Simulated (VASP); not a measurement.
## TaN: single point with LDA+U

TaN:

```
CELL_PARAMETERS angstrom
0.00000 2.17900 2.17900
4.35800 2.17900 2.17900
4.35800 4.35800 0.00000
ATOMIC_POSITIONS crystal
Ta 0.50000 0.50000 0.00000
Ta 0.50000 0.50000 0.50000
N 0.00000 0.00000 0.00000
N 0.00000 0.00000 0.50000
```

```json
{
 "Program": "VASP 6.6.1",
 "Task": "single point",
 "Functional": "LDA",
 "Potentials or basis": "VASP PAW LDA potentials, release 64 (Ta_pv, N)",
 "Cutoff": "520 eV",
 "k mesh": "7 × 7 × 7",
 "Occupations": "gaussian, width 0.05 eV",
 "Spin": "collinear spin, zero start",
 "Starting moments": "[0.0, 0.0, 0.0, 0.0] μB",
 "Fixed moment": "0 μB",
 "Hubbard terms": "Ta d U = 7.0 eV"
}
```

```yaml
Pressure: 22.8 GPa
Net_moment: 0.00 μB per cell
Valence_electrons_inside_the_program's_atomic_spheres: Ta 8.84; N 3.80
```

Stress tensor (GPa, compression positive):
```
22.66  0.00  0.00
 0.00 22.83  0.00
 0.00  0.00 22.83
```

Eigenvalues of the final occupation matrices:
| site | spin | trace | eigenvalues |
| --- | --- | --- | --- |
| site 1 d | 1 | 1.16 | 0.19 0.19 0.26 0.26 0.26 |
| site 1 d | 2 | 1.16 | 0.19 0.19 0.26 0.26 0.26 |
| site 2 d | 1 | 1.16 | 0.19 0.19 0.26 0.26 0.26 |
| site 2 d | 2 | 1.16 | 0.19 0.19 0.26 0.26 0.26 |

It took 62 s on 1 thread of Intel(R) Xeon(R) Platinum 8559C (Emerald Rapids), with other jobs on the host, peak memory 0.22 GiB.

Caveat: the total moment is fixed, so each spin has its own Fermi level. Spin-orbit coupling is left out, which matters for the levels of Ta.
